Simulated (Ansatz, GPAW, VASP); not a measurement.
## C: 3 runs at one level of theory

```xyz
2
Lattice="0.0000 1.7834 1.7834 1.7834 0.0000 1.7834 1.7834 1.7834 0.0000" Properties=species:S:1:pos:R:3 pbc="T T T"
C     2.6751    2.6751    2.6751
C     1.7834    1.7834    1.7834
```

Alike in all runs: task single point; functional PBE; k mesh 13 × 13 × 13; occupations gaussian, width 0.013 eV; no spin polarisation; no spin-orbit coupling. Pressure is positive in compression and, in plane waves, holds the error of the finite cutoff.

| program and potentials | plane-wave cutoff (eV) | notes | pressure (GPa) |
| --- | --- | --- | --- |
| VASP, PBE PAW files C, 520 eV | 520 | - | 2.46 |
| GPAW, GPAW PAW data sets (gpaw-data 1.2.1) | 800 | - | 1.42 |
| Ansatz, all-electron LAPW, scalar-relativistic | - | - | 1.75 |

The pressure spans 1.42 (GPAW, GPAW PAW data sets (gpaw-data 1.2.1)) to 2.46 GPa (VASP, PBE PAW files C, 520 eV), with all-electron results at 1.75.

Differences between rows come from potentials, basis sets and numerical settings, since the functional is the same but for its coding. Runs on potential files found faulty are left out.

All three calculations put diamond under slight compression at this cell size, so PBE would favour a somewhat larger lattice constant. This fits the functional's known tendency to lengthen covalent bonds slightly; the cell given lies close to the experimental one. The pressures look appreciable only because diamond is so stiff: its short, directional sp³ bonds form a three-dimensional network in which any change of volume must stretch or compress the bonds themselves, so a very small strain produces a stress of this order.

For the same reason, the spread from 1.42 to 2.46 GPa corresponds to only a minute difference in equilibrium lattice constant. The two PAW results fall on either side of the all-electron value of 1.75 GPa, which speaks against a shared bias of the PAW approach and probably reflects details of the individual data sets. The sign of the pressure is thus well supported, but a single volume gives neither the bulk modulus nor a precise equilibrium lattice constant.
